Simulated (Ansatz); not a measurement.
Set up this calculation in Ansatz 0.2.0, as the native input.

* Task: relaxation of cell and atoms
* Functional: PBEsol
* Potentials or basis: all-electron LAPW, scalar-relativistic
* Basis error allowed: 0.002 eV/atom
* k mesh: 11 × 11 × 11
* Occupations: fermi-dirac, width 0.05 eV
* Spin: no spin polarisation
* Target pressure: 5 GPa

NbAs:

```
Nb As
1.0
    -1.72585    1.72585    5.84000
     1.72585   -1.72585    5.84000
     1.72585    1.72585   -5.84000
Nb As
2 2
Cartesian
  0.0000 1.7259 0.0000
  0.0000 0.0000 8.7600
  0.0000 1.7259 4.8589
  0.0000 0.0000 1.9389
```

One way to write it, as run:

input.yaml

```yaml
crystal:
  lattice:
    - [-1.72585, 1.72585, 5.84]
    - [1.72585, -1.72585, 5.84]
    - [1.72585, 1.72585, -5.84]
  atoms:
    - { symbol: Nb, position: [0.5, 0.0, 0.5] }
    - { symbol: Nb, position: [0.75, 0.75, 0.0] }
    - { symbol: As, position: [0.916, 0.416, 0.5] }
    - { symbol: As, position: [0.166, 0.166, 0.0] }
kpoints:
  mp_grid: { grid: [11, 11, 11] }
scf:
  occupations: { method: fermi_dirac, width: 0.05 }
hamiltonian:
  xc: pbesol
  pseudopotentials: { kind: all_electron, lapw: { basis_error: 0.002 } }
output:
  forces: true
  stress: true
relax:
  f_tol: 0.01
  max_steps: 60
  cell: { p_target: 5 }
```

Potentials or basis: all-electron LAPW, scalar-relativistic.

Run with:

```sh
$ ansatz run input.yaml --threads 2 --pin off --max-ram 8192MiB --backend cpu --events-out ev --progress --plain --runs-dir out
```

Results of the run:

The relaxed volume is 16.69 Å³/atom, the relaxed cell is a = 6.213 Å, b = 6.213 Å, c = 6.213 Å, α = 148.10°, β = 148.10°, γ = 45.74° and the space group after relaxing (to 0.05 Å) is I4_1md (No. 109). The energy change on relaxing (the enthalpy is what falls) is +3.1 meV/atom and the ionic steps are 4. The pressure after relaxing is 5.0 GPa.

It took 9 min on 2 threads of Arm Neoverse V1 (shared host), peak memory 1.1 GiB.
